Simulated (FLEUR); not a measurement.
The system is KF (Carobbiite).

```
CELL_PARAMETERS angstrom
0.00000 2.67185 2.67185
2.67185 0.00000 2.67185
2.67185 2.67185 0.00000
ATOMIC_POSITIONS crystal
K 0.00000 0.00000 0.00000
F 0.50000 0.50000 0.50000
```

Base run:

* Program: FLEUR MaX-R8.1 (later development tree)
* Functional: LDA
* Potentials or basis: all-electron
* Basis: FLAPW
* Kmax: 4.1 1/bohr
* k mesh: 9 × 9 × 9
* Occupations: fermi-dirac, width 0.05 eV
* Spin: no spin polarisation

Its results: band gap on the k mesh 5.80 eV, direct.

Problem. The run is repeated on the same cell with these changes: functional from LDA to r2SCAN. What comes out?

Solution. Band gap on the k mesh 6.79 eV, direct.

r2SCAN gives the wider gap, since meta-GGAs in the generalised Kohn-Sham scheme recover part of the derivative discontinuity.

Caveats: the meta-GGA is that of a development version, with a GGA for the radial functions and cores and without core tails (some runs).

Not every run made on this cell is shown here.
